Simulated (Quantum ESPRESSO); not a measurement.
# AlN (P6_3/mmc) in Quantum ESPRESSO: a series of runs

Runs on AlN. Level: LDA. Tasks: single point, equation of state.

Everything below comes from runs of Quantum ESPRESSO 7.5. Logs are shortened: lines on timing, memory, paths and dates and some standing lists are left out, and cuts for length are marked.

## Step 1: The structure

It takes space group P6_3/mmc (No. 194, hexagonal). The conventional cell has a = 3.312 Å, b = 3.312 Å, c = 4.188 Å, α = 90.00°, β = 90.00°, γ = 120.00°. Al (site symmetry -6m2) is surrounded by 5 N at 1.91 to 2.09 Å. N (site symmetry -6m2) has 5 Al at 1.91 to 2.09 Å as nearest neighbours.

Measurements of this composition are mostly on another form, of space group No. 186.

## Step 2: Single point, LDA, 9.35 Å³/atom

pw.in

```
&CONTROL
  calculation = 'scf'
  prefix = 'pwscf'
  outdir = './tmp'
  pseudo_dir = './pseudo'
  tstress = .true.
  disk_io = 'nowf'
/
&SYSTEM
  ibrav = 0
  nat = 4
  ntyp = 2
  ecutwfc = 45
  ecutrho = 360
  nbnd = 14
  occupations = 'smearing'
  smearing = 'fd'
  degauss = 0.00367493
/
&ELECTRONS
  conv_thr = 8d-10
  electron_maxstep = 120
  mixing_beta = 0.5
/
ATOMIC_SPECIES
Al    26.9815 al_lda_v1.uspp.F.UPF
N     14.0070 n_lda_v1.2.uspp.F.UPF
CELL_PARAMETERS angstrom
   3.2445025711    0.0000000000    0.0000000000
  -1.6222512856    2.8098216493    0.0000000000
   0.0000000000    0.0000000000    4.1020785442
ATOMIC_POSITIONS crystal
Al     0.6666666667    0.3333333333    0.2500000000
Al     0.3333333333    0.6666666667    0.7500000000
N      0.6666666667    0.3333333333    0.7500000000
N      0.3333333333    0.6666666667    0.2500000000
K_POINTS automatic
9 9 7 0 0 0
```

Potentials or basis: GBRV 1.5 LDA.

Run with:

```
$ OMP_NUM_THREADS=1 mpirun -n 2 pw.x -nk 2 -in pw.in > pw.out
```

pw.out:

```text
This program is part of the open-source Quantum ESPRESSO suite
     for quantum simulation of materials; please cite
[... 6 lines left out ...]
     using ibrav=0 with symmetry is DISCOURAGED, use correct ibrav instead

     K-points division:     npool     =       2
     Subspace diagonalization in iterative solution of the eigenvalue problem:
     a serial algorithm will be used

     G-vector sticks info
     --------------------
     sticks:   dense  smooth     PW     G-vecs:    dense   smooth      PW
     Sum         931     463    151                29141    10227    1813

     Using Slab Decomposition

     bravais-lattice index     =            0
     lattice parameter (alat)  =       6.1312  a.u.
     unit-cell volume          =     252.3640 (a.u.)^3
     number of atoms/cell      =            4
     number of atomic types    =            2
     number of electrons       =        16.00
     number of Kohn-Sham states=           14
     kinetic-energy cutoff     =      45.0000  Ry
     charge density cutoff     =     360.0000  Ry
     scf convergence threshold =      8.0E-10
     mixing beta               =       0.5000
     number of iterations used =            8  plain     mixing
     Exchange-correlation= SLA  PZ   NOGX NOGC
                           (   1   1   0   0   0   0   0)

     celldm(1)=   6.131221  celldm(2)=   0.000000  celldm(3)=   0.000000
     celldm(4)=   0.000000  celldm(5)=   0.000000  celldm(6)=   0.000000

     crystal axes: (cart. coord. in units of alat)
               a(1) = (   1.000000   0.000000   0.000000 )
               a(2) = (  -0.500000   0.866025   0.000000 )
               a(3) = (   0.000000   0.000000   1.264317 )

     reciprocal axes: (cart. coord. in units 2 pi/alat)
               b(1) = (  1.000000  0.577350 -0.000000 )
               b(2) = (  0.000000  1.154701  0.000000 )
               b(3) = (  0.000000 -0.000000  0.790941 )

     PseudoPot. # 1 for Al read from file:
     al_lda_v1.uspp.F.UPF
     Pseudo is Ultrasoft + core correction, Zval =  3.0
     Generated by new atomic code, or converted to UPF format
     Using radial grid of  893 points,  3 beta functions with:
                l(1) =   0
                l(2) =   1
                l(3) =   2
     Q(r) pseudized with  8 coefficients,  rinner =    0.900   0.900   0.900
                                                       0.900   0.900

     PseudoPot. # 2 for N  read from file:
     n_lda_v1.2.uspp.F.UPF
     Pseudo is Ultrasoft + core correction, Zval =  5.0
     Generated by new atomic code, or converted to UPF format
     Using radial grid of  729 points,  4 beta functions with:
                l(1) =   0
                l(2) =   0
                l(3) =   1
                l(4) =   1
     Q(r) pseudized with  8 coefficients,  rinner =    0.900   0.900   0.900

     atomic species   valence    mass     pseudopotential
     Al                3.00    26.98150     Al( 1.00)
     N                 5.00    14.00700     N ( 1.00)

     24 Sym. Ops., with inversion, found (12 have fractional translation)

   Cartesian axes

     site n.     atom                  positions (alat units)
         1        Al     tau(   1) = (   0.5000000   0.2886751   0.3160792  )
         2        Al     tau(   2) = (  -0.0000000   0.5773503   0.9482375  )
         3        N      tau(   3) = (   0.5000000   0.2886751   0.9482375  )
         4        N      tau(   4) = (  -0.0000000   0.5773503   0.3160792  )

     number of k points=    48  Fermi-Dirac smearing, width (Ry)=  0.0037
                       cart. coord. in units 2pi/alat
        k(    1) = (   0.0000000   0.0000000   0.0000000), wk =   0.0035273
        k(    2) = (   0.0000000   0.0000000   0.1129916), wk =   0.0070547
        k(    3) = (   0.0000000   0.0000000   0.2259832), wk =   0.0070547
        k(    4) = (   0.0000000   0.0000000   0.3389748), wk =   0.0070547
        k(    5) = (   0.0000000   0.1283001   0.0000000), wk =   0.0211640
        k(    6) = (   0.0000000   0.1283001   0.1129916), wk =   0.0423280
[... 40 lines left out ...]
        k(   47) = (   0.3333333   0.5773503   0.2259832), wk =   0.0141093
        k(   48) = (   0.3333333   0.5773503   0.3389748), wk =   0.0141093

     Dense  grid:    29141 G-vectors     FFT dimensions: (  40,  40,  48)

     Smooth grid:    10227 G-vectors     FFT dimensions: (  27,  27,  36)

     Initial potential from superposition of free atoms

     starting charge      15.9956, renormalised to      16.0000
     Starting wfcs are   16 randomized atomic wfcs

     Self-consistent Calculation

     iteration #  1     ecut=    45.00 Ry     beta= 0.50
     Davidson diagonalization with overlap
     ethr =  1.00E-02,  avg # of iterations =  3.8

     total energy              =     -53.67895738 Ry
     estimated scf accuracy    <       1.16214112 Ry

     iteration #  2     ecut=    45.00 Ry     beta= 0.50
     Davidson diagonalization with overlap
     ethr =  7.26E-03,  avg # of iterations =  2.0

     total energy              =     -54.00199560 Ry
     estimated scf accuracy    <       0.11860518 Ry

     iteration #  3     ecut=    45.00 Ry     beta= 0.50
     Davidson diagonalization with overlap
     ethr =  7.41E-04,  avg # of iterations =  3.2

     total energy              =     -54.01629908 Ry
     estimated scf accuracy    <       0.00724651 Ry

     iteration #  4     ecut=    45.00 Ry     beta= 0.50
     Davidson diagonalization with overlap
     ethr =  4.53E-05,  avg # of iterations =  4.2

     total energy              =     -54.01708607 Ry
     estimated scf accuracy    <       0.00162515 Ry

     iteration #  5     ecut=    45.00 Ry     beta= 0.50
     Davidson diagonalization with overlap
     ethr =  1.02E-05,  avg # of iterations =  2.1

     total energy              =     -54.01713371 Ry
     estimated scf accuracy    <       0.00017354 Ry

     iteration #  6     ecut=    45.00 Ry     beta= 0.50
     Davidson diagonalization with overlap
     ethr =  1.08E-06,  avg # of iterations =  3.5

     total energy              =     -54.01717774 Ry
     estimated scf accuracy    <       0.00000171 Ry

     iteration #  7     ecut=    45.00 Ry     beta= 0.50
     Davidson diagonalization with overlap
     ethr =  1.07E-08,  avg # of iterations =  1.9

     total energy              =     -54.01717708 Ry
     estimated scf accuracy    <       0.00000168 Ry

     iteration #  8     ecut=    45.00 Ry     beta= 0.50
     Davidson diagonalization with overlap
     ethr =  1.05E-08,  avg # of iterations =  2.2

     total energy              =     -54.01717734 Ry
     estimated scf accuracy    <       0.00000001 Ry

     iteration #  9     ecut=    45.00 Ry     beta= 0.50
     Davidson diagonalization with overlap
     ethr =  7.76E-11,  avg # of iterations =  2.8

     total energy              =     -54.01717735 Ry
     estimated scf accuracy    <          9.0E-10 Ry

     iteration # 10     ecut=    45.00 Ry     beta= 0.50
     Davidson diagonalization with overlap
     ethr =  5.65E-12,  avg # of iterations =  1.6

     End of self-consistent calculation

          k = 0.0000 0.0000 0.0000 (  1289 PWs)   bands (ev):

    -7.7253  -3.6018   2.1109   6.0002   6.0002   7.7486   7.7486   9.4370
    13.1814  14.1250  17.7800  17.7800  20.9072  21.5926

          k = 0.0000 0.0000 0.1130 (  1325 PWs)   bands (ev):

    -7.5914  -3.9706   2.5579   6.0791   6.0791   7.6568   7.6568   8.9127
    13.5937  14.3491  17.6172  17.6172  20.3311  20.3311

          k = 0.0000 0.0000 0.2260 (  1324 PWs)   bands (ev):

    -7.1963  -4.8055   3.6306   6.3049   6.3049   7.4002   7.4002   7.7512
    14.4230  14.9157  17.4749  17.4749  19.2584  19.2584

          k = 0.0000 0.0000 0.3390 (  1282 PWs)   bands (ev):

    -6.5622  -5.7346   4.9664   6.3780   6.6435   6.6435   7.0352   7.0352
    15.1799  15.3954  17.6855  17.6855  18.3049  18.3049

          k = 0.0000 0.1283 0.0000 (  1305 PWs)   bands (ev):

    -7.5718  -3.5974   2.2722   5.4708   5.7825   7.2685   7.8283   9.1819
    13.7603  14.6543  17.3067  18.1670  20.3958  20.5079

          k = 0.0000 0.1283 0.1130 (  1301 PWs)   bands (ev):

    -7.4398  -3.9376   2.6371   5.6172   5.8696   7.0459   7.7116   8.9232
    13.9622  14.8656  17.3948  17.9758  19.2767  20.5718

          k = 0.0000 0.1283 0.2260 (  1297 PWs)   bands (ev):

    -7.0509  -4.7260   3.4966   6.0167   6.1206   6.4554   7.3930   8.3001
    14.4374  15.3716  17.6713  17.8348  18.1958  19.6155

          k = 0.0000 0.1283 0.3390 (  1290 PWs)   bands (ev):

    -6.4286  -5.6215   4.5140   5.5096   6.5027   6.7429   6.9561   7.5232
    15.0420  15.5546  17.7882  17.9857  18.0710  18.6988

          k = 0.0000 0.2566 0.0000 (  1299 PWs)   bands (ev):

    -7.1297  -3.6377   2.7424   4.3326   5.3409   6.3586   7.9242   8.4744
    14.3504  15.6754  17.2957  18.6618  19.2967  19.8681

          k = 0.0000 0.2566 0.1130 (  1299 PWs)   bands (ev):

    -7.0040  -3.8941   2.7649   4.7190   5.4415   6.0211   7.7566   8.5428
    14.3055  15.8400  17.5240  18.0518  18.8961  20.4619

          k = 0.0000 0.2566 0.2260 (  1285 PWs)   bands (ev):

    -6.6358  -4.5345   2.9876   4.9736   5.7342   5.9226   7.3177   8.4302
    14.3164  16.0092  17.4370  18.3379  18.7802  20.4743

          k = 0.0000 0.2566 0.3390 (  1288 PWs)   bands (ev):

    -6.0537  -5.3168   3.4900   4.2110   6.1894   6.7495   6.9175   7.8560
    14.6796  15.3867  18.1042  18.9373  19.0930  19.7266

          k = 0.0000 0.3849 0.0000 (  1296 PWs)   bands (ev):

    -6.4665  -3.8541   3.2995   3.4659   4.9418   5.5389   7.4781   7.9403
    13.8384  16.6574  17.3676  18.2986  19.0955  19.9427

          k = 0.0000 0.3849 0.1130 (  1286 PWs)   bands (ev):

    -6.3540  -3.9900   2.5852   4.3031   5.0518   5.1780   7.7280   7.8635
    13.9492  15.8723  17.8857  18.7351  19.2662  20.0114
[... 123 lines left out ...]
    -5.7019  -4.3509   2.4264   3.2019   4.5053   6.2069   6.6675   8.3674
    15.1507  15.9131  17.7917  18.1274  19.6828  21.1296

          k = 0.2222 0.3849 0.3390 (  1283 PWs)   bands (ev):

    -5.2659  -4.7759   2.3851   2.7666   4.7101   5.4038   7.7793   8.4327
    15.2543  15.5822  18.4830  19.0881  19.3952  20.4000

          k = 0.2222 0.5132 0.0000 (  1279 PWs)   bands (ev):

    -5.4401  -4.4203   2.5065   4.3825   4.6700   5.2274   6.1744   7.0555
    14.9167  15.0508  18.2753  18.3722  20.3226  20.9565

          k = 0.2222 0.5132 0.1130 (  1280 PWs)   bands (ev):

    -5.3627  -4.4262   2.5256   3.4763   4.3642   5.8289   6.6539   7.1259
    15.1582  15.2626  18.1552  18.4342  20.1675  21.1146

          k = 0.2222 0.5132 0.2260 (  1285 PWs)   bands (ev):

    -5.1519  -4.4740   2.2907   2.9545   3.6809   5.8173   7.1257   8.1100
    15.4446  15.7122  18.0247  18.7700  19.9322  21.0731

          k = 0.2222 0.5132 0.3390 (  1290 PWs)   bands (ev):

    -4.8723  -4.6209   2.0965   2.3609   4.0815   4.8823   8.1224   8.5162
    15.6636  15.8117  18.2100  18.6576  20.2716  21.0077

          k = 0.3333 0.5774 0.0000 (  1260 PWs)   bands (ev):

    -4.8792  -4.8792   2.2720   4.7979   4.7979   5.4292   5.4292   6.7456
    14.4591  15.6259  18.6409  18.6409  20.7960  21.8886

          k = 0.3333 0.5774 0.1130 (  1266 PWs)   bands (ev):

    -4.8365  -4.8365   2.4132   3.8206   3.8206   6.3399   6.5069   6.5069
    14.9509  15.7140  18.6156  18.6156  20.9477  20.9486

          k = 0.3333 0.5774 0.2260 (  1281 PWs)   bands (ev):

    -4.7361  -4.7361   2.8318   2.8616   2.8616   5.4200   7.7131   7.7131
    15.8986  15.9544  18.3254  18.3254  20.6807  20.6807

          k = 0.3333 0.5774 0.3390 (  1287 PWs)   bands (ev):

    -4.6504  -4.6504   2.3243   2.3243   3.5093   4.4036   8.4764   8.4764
    16.2549  16.3745  17.9038  17.9038  21.1365  21.1365

     the Fermi energy is    10.9084 ev

!    total energy              =     -54.01717735 Ry
     estimated scf accuracy    <          1.9E-10 Ry
     smearing contrib. (-TS)   =      -0.00000000 Ry
     internal energy E=F+TS    =     -54.01717735 Ry

     The total energy is F=E-TS. E is the sum of the following terms:
     one-electron contribution =       0.12497290 Ry
     hartree contribution      =      10.91633847 Ry
     xc contribution           =     -19.77509764 Ry
     ewald contribution        =     -45.28339108 Ry

     convergence has been achieved in  10 iterations

     Computing stress (Cartesian axis) and pressure

          total   stress  (Ry/bohr**3)                   (kbar)     P=       60.16
   0.00047944   0.00000000   0.00000000           70.53        0.00        0.00
   0.00000000   0.00047944   0.00000000            0.00       70.53        0.00
   0.00000000   0.00000000   0.00026800            0.00        0.00       39.42

=------------------------------------------------------------------------------=
   JOB DONE.
=------------------------------------------------------------------------------=
```

Run time: 5.6 s. Hardware: 2 MPI ranks of Intel Xeon 6975P-C (Granite Rapids), shared host; peak memory 0.16 GiB.

What came out:

| Property | Result |
| --- | --- |
| Free energy | -734.9411 eV |
| Pressure | 6.0 GPa |
| Band gap on the k mesh | 3.74 eV, direct |

Caveat: an odd mesh through Γ misses points on the zone boundary, where band edges often lie.

## Step 3: Single point, LDA, 9.55 Å³/atom

pw.in: that of step 2 with these lines changed.

```diff
@@ -28,5 +28,5 @@
 CELL_PARAMETERS angstrom
-   3.2445025711    0.0000000000    0.0000000000
-  -1.6222512856    2.8098216493    0.0000000000
-   0.0000000000    0.0000000000    4.1020785442
+   3.2673519336    0.0000000000    0.0000000000
+  -1.6336759668    2.8296097776    0.0000000000
+   0.0000000000    0.0000000000    4.1309673730
 ATOMIC_POSITIONS crystal
```

Potentials or basis: GBRV 1.5 LDA.

Run with:

```
$ OMP_NUM_THREADS=1 mpirun -n 2 pw.x -nk 2 -in pw.in > pw.out
```

Wall time 5.7 s (2 MPI ranks of Intel Xeon 6975P-C (Granite Rapids), shared host); peak memory 0.16 GiB.

The run converged. Its results:

```yaml
Free_energy: -734.9587 eV
Pressure: 1.0 GPa
Band_gap_on_the_k_mesh: 3.59 eV, direct
```

Caveat: an odd mesh through Γ misses points on the zone boundary, where band edges often lie.

## Step 4: Single point, LDA, 9.75 Å³/atom

pw.in: that of step 3 with these lines changed.

```diff
@@ -28,5 +28,5 @@
 CELL_PARAMETERS angstrom
-   3.2673519336    0.0000000000    0.0000000000
-  -1.6336759668    2.8296097776    0.0000000000
-   0.0000000000    0.0000000000    4.1309673730
+   3.2898861073    0.0000000000    0.0000000000
+  -1.6449430536    2.8491249445    0.0000000000
+   0.0000000000    0.0000000000    4.1594577035
 ATOMIC_POSITIONS crystal
```

Run with:

```
$ OMP_NUM_THREADS=1 mpirun -n 2 pw.x -nk 2 -in pw.in > pw.out
```

Run time: 6 s. Hardware: 2 MPI ranks of Intel Xeon 6975P-C (Granite Rapids), shared host; peak memory 0.16 GiB.

Results (log left out):

```
Free energy            : -734.9523 eV
Pressure               : -3.6 GPa
Band gap on the k mesh : 3.43 eV, direct
```

Caveat: an odd mesh through Γ misses points on the zone boundary, where band edges often lie.

## Step 5: Single point, LDA, 9.95 Å³/atom

pw.in: that of step 4 with these lines changed.

```diff
@@ -28,5 +28,5 @@
 CELL_PARAMETERS angstrom
-   3.2898861073    0.0000000000    0.0000000000
-  -1.6449430536    2.8491249445    0.0000000000
-   0.0000000000    0.0000000000    4.1594577035
+   3.3121157418    0.0000000000    0.0000000000
+  -1.6560578709    2.8683763727    0.0000000000
+   0.0000000000    0.0000000000    4.1875630000
 ATOMIC_POSITIONS crystal
```

Run with:

```
$ OMP_NUM_THREADS=1 mpirun -n 2 pw.x -nk 2 -in pw.in > pw.out
```

Run time: 5.8 s. Hardware: 2 MPI ranks of Intel Xeon 6975P-C (Granite Rapids), shared host; peak memory 0.16 GiB.

It converged, with:

- Free energy: -734.9244 eV
- Pressure: -7.7 GPa
- Band gap on the k mesh: 3.28 eV, direct

Caveat: an odd mesh through Γ misses points on the zone boundary, where band edges often lie.

## Step 6: Single point, LDA, 10.14 Å³/atom

pw.in: that of step 5 with these lines changed.

```diff
@@ -28,5 +28,5 @@
 CELL_PARAMETERS angstrom
-   3.3121157418    0.0000000000    0.0000000000
-  -1.6560578709    2.8683763727    0.0000000000
-   0.0000000000    0.0000000000    4.1875630000
+   3.3340509224    0.0000000000    0.0000000000
+  -1.6670254612    2.8873727963    0.0000000000
+   0.0000000000    0.0000000000    4.2152960135
 ATOMIC_POSITIONS crystal
```

Potentials or basis: GBRV 1.5 LDA.

Run with:

```
$ OMP_NUM_THREADS=1 mpirun -n 2 pw.x -nk 2 -in pw.in > pw.out
```

Wall time 5.7 s (2 MPI ranks of Intel Xeon 6975P-C (Granite Rapids), shared host); peak memory 0.16 GiB.

The run converged. Its results:

- Free energy: -734.8771 eV
- Pressure: -11.4 GPa
- Band gap on the k mesh: 3.13 eV, direct

Caveat: an odd mesh through Γ misses points on the zone boundary, where band edges often lie.

## Step 7: Single point, LDA, 10.34 Å³/atom

pw.in: that of step 6 with these lines changed.

```diff
@@ -28,5 +28,5 @@
 CELL_PARAMETERS angstrom
-   3.3340509224    0.0000000000    0.0000000000
-  -1.6670254612    2.8873727963    0.0000000000
-   0.0000000000    0.0000000000    4.2152960135
+   3.3557012103    0.0000000000    0.0000000000
+  -1.6778506052    2.9061224957    0.0000000000
+   0.0000000000    0.0000000000    4.2426688325
 ATOMIC_POSITIONS crystal
```

Run with:

```
$ OMP_NUM_THREADS=1 mpirun -n 2 pw.x -nk 2 -in pw.in > pw.out
```

Wall time 5.9 s (2 MPI ranks of Intel Xeon 6975P-C (Granite Rapids), shared host); peak memory 0.16 GiB.

The run converged. Its results:

```yaml
Free_energy: -734.8123 eV
Pressure: -14.8 GPa
Band_gap_on_the_k_mesh: 2.99 eV, direct
```

Caveat: an odd mesh through Γ misses points on the zone boundary, where band edges often lie.

## Step 8: Single point, LDA, 10.54 Å³/atom

pw.in: that of step 7 with these lines changed.

```diff
@@ -28,5 +28,5 @@
 CELL_PARAMETERS angstrom
-   3.3557012103    0.0000000000    0.0000000000
-  -1.6778506052    2.9061224957    0.0000000000
-   0.0000000000    0.0000000000    4.2426688325
+   3.3770756797    0.0000000000    0.0000000000
+  -1.6885378398    2.9246333291    0.0000000000
+   0.0000000000    0.0000000000    4.2696929295
 ATOMIC_POSITIONS crystal
```

Run with:

```
$ OMP_NUM_THREADS=1 mpirun -n 2 pw.x -nk 2 -in pw.in > pw.out
```

It took 5.8 s on 2 MPI ranks of Intel Xeon 6975P-C (Granite Rapids), shared host; peak memory 0.16 GiB.

It converged, with:

```
Free energy            : -734.7316 eV
Pressure               : -17.8 GPa
Band gap on the k mesh : 2.85 eV, direct
```

Caveat: an odd mesh through Γ misses points on the zone boundary, where band edges often lie.

## Step 9: Equation of state, LDA

Potentials or basis: GBRV 1.5 LDA.

This step only gathers the single runs of the series.

What came out:

```yaml
Equilibrium_volume: 9.59 Å³/atom
Bulk_modulus_at_fixed_shape_and_positions: 226 GPa
Pressure_derivative_of_the_bulk_modulus: 4.0
```

Energy against volume, from the lowest point:
| volume (Å³/atom) | energy (meV/atom) |
| --- | --- |
| 9.349 | 4.38 |
| 9.548 | 0.00 |
| 9.747 | 1.58 |
| 9.946 | 8.56 |
| 10.145 | 20.38 |
| 10.344 | 36.59 |
| 10.543 | 56.76 |

Caveat: the cell was scaled at fixed shape and fractional positions, which overstates the stiffness of a crystal with free parameters, most of all of layers and chains.
